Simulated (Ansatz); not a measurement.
Runs of Ansatz 0.2.0 on Au. The structure is orthorhombic, space group Cmcm (No. 63). Conventional cell: a = 2.823 Å, b = 5.112 Å, c = 4.893 Å, α = 90.00°, β = 90.00°, γ = 90.00°. Around Au (site symmetry m2m) lie 12 Au at 2.82 to 2.97 Å. This isn't the form of Au at room conditions, which is fcc.

```tsv
level	k mesh	cutoff (eV)	mesh quality	V0 of scaled cells (Å³/atom)	B0 (GPa)
PBE0	6 × 6 × 4	420	coarse	17.71	(c)
r2SCAN	11 × 11 × 6	500	not flagged	17.61	(b)
HSE06	6 × 6 × 4	420	coarse	17.69	135
PBEsol	11 × 11 × 6	420	not flagged	17.07	(a)
```

Alike in all rows: task equation of state; potentials or basis Ansatz PAW; no spin polarisation; cell as given; smearing fermi-dirac 0.05 eV.

Q: Fill in the values left out.

A: (a) 172; (b) 152; (c) 136.

Caveats: some runs use coarse meshes; the cell was scaled at fixed shape and fractional positions, which overstates the stiffness of a crystal with free parameters, most of all of layers and chains; the PAW data sets come from PBE, with cores solved anew for the run's functional, which leaves a small shift of forces and pressure.

Not every run made on this cell is shown here.
